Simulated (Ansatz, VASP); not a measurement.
**Si in VASP and in Ansatz**

INCAR

```
SYSTEM = Si
PREC     = Accurate       ! precision mode
ENCUT    = 520            ! plane-wave cutoff, eV
EDIFF    = 1E-7           ! SCF threshold, eV
ISMEAR   = 0              ! smearing method
SIGMA    = 0.05           ! smearing width, eV
LREAL    = .FALSE.        ! projectors in reciprocal space
LASPH    = .TRUE.         ! aspherical terms in the spheres
NELM     = 100            ! most SCF steps
ALGO     = Normal         ! electronic algorithm
ISIF     = 2              ! what is computed and relaxed
LWAVE    = .FALSE.        ! write WAVECAR
LCHARG   = .FALSE.        ! write CHGCAR
NBANDS   = 11             ! bands
```

KPOINTS

```
regular mesh
0
G
  12 12 12
  0 0 0
```

File POSCAR:

```
Si
1.0
    0.0000000000      2.7178625260      2.9230611467
    2.7178625260      0.0000000000      2.9230611467
    2.7178625260      2.7178625260      0.0000000000
Si
2
Direct
    0.5000000000      0.5000000000      0.5000000000
    0.7500000000      0.7500000000      0.7500000000
```

Input for Ansatz:

```yaml
crystal:
  lattice:
    - [0.0, 2.717862526, 2.9230611467]
    - [2.717862526, 0.0, 2.9230611467]
    - [2.717862526, 2.717862526, 0.0]
  atoms:
    - { symbol: Si, position: [0.5, 0.5, 0.5] }
    - { symbol: Si, position: [0.75, 0.75, 0.75] }
basis:
  ecutwfc: 420
kpoints:
  mp_grid: { grid: [12, 12, 12] }
hamiltonian:
  xc: lda
  pseudopotentials: { kind: paw, azcp: { folder: soft_1 } }
scf:
  occupations: { method: gaussian, width: 0.05 }
output:
  forces: true
  stress: true
  eigenvalues: true
```

Alike in both runs: task single point; functional LDA; k mesh 12 × 12 × 12; occupations gaussian, width 0.05 eV; no spin polarisation.

```csv
,VASP,Ansatz
version,VASP 6.6.1,Ansatz 0.2.0
potentials or method,"VASP PAW LDA potentials, release 64 (Si)","scalar-relativistic, plane waves, PAW"
plane-wave cutoff (eV),520,420
valence electrons in the cell,8,8
```

Ansatz gave:

```
gap on the k mesh at the Fermi level (eV)       : 0.21
least direct gap on the mesh (eV)               : 1.78
pressure (GPa)                                  : -7.3
largest component of the traceless stress (GPa) : 5.08
```

Question: What did VASP give for the same quantities?

Answer: gap on the k mesh at the Fermi level (eV): 0.21; least direct gap on the mesh (eV): 1.79; pressure (GPa): -7.3; largest component of the traceless stress (GPa): 5.08.

Ansatz warned: «pseudo_functional_mismatch».
